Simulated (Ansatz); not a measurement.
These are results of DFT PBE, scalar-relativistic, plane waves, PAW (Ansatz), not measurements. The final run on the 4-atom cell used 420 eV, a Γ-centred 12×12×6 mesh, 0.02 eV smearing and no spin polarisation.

Energies over the elements count from the elements' standard structures at the same level (O₂ as a molecule), with no fitted energy shifts.

**Question.** Give a relaxed trial structure of a hexagonal wide-gap insulator with formula MgO, with a gap near 4.1 eV, a formation energy near −2.54 eV/atom and about 10 Å³ per atom, in a cell of 4 atoms. Its symmetry should be P6_3/mmc (No. 194).

**Answer.** MgO, space group P6_3/mmc (No. 194). Mg has 6 O at 2.14 Å and 2 Mg at 2.58 Å; O has 6 Mg at 2.14 Å.

```xyz
4
Lattice="2.9580 0.0000 0.0000 -1.4790 2.5617 0.0000 0.0000 0.0000 5.1562" Properties=species:S:1:pos:R:3 pbc="T T T"
Mg    0.0000    0.0000    0.0000
Mg    0.0000    0.0000    2.5781
O     0.0000    1.7078    3.8671
O     1.4790    0.8539    1.2890
```

The volume per atom is 9.77 Å³ and the density is 3.43 g/cm³. The formation energy is −2.536 eV/atom and the gap on the 12×12×6 mesh of the 4-atom cell is 4.13 eV.

It was reached by relaxing an invented guess, and it needn't be the stable form of this composition. Other answers may fit too; this one was computed.

Kohn–Sham gaps at this level usually fall short of measured ones. This cell was reached by moving the atoms of another relaxed cell at random and relaxing again, last within the group found; it had no such test of its own.
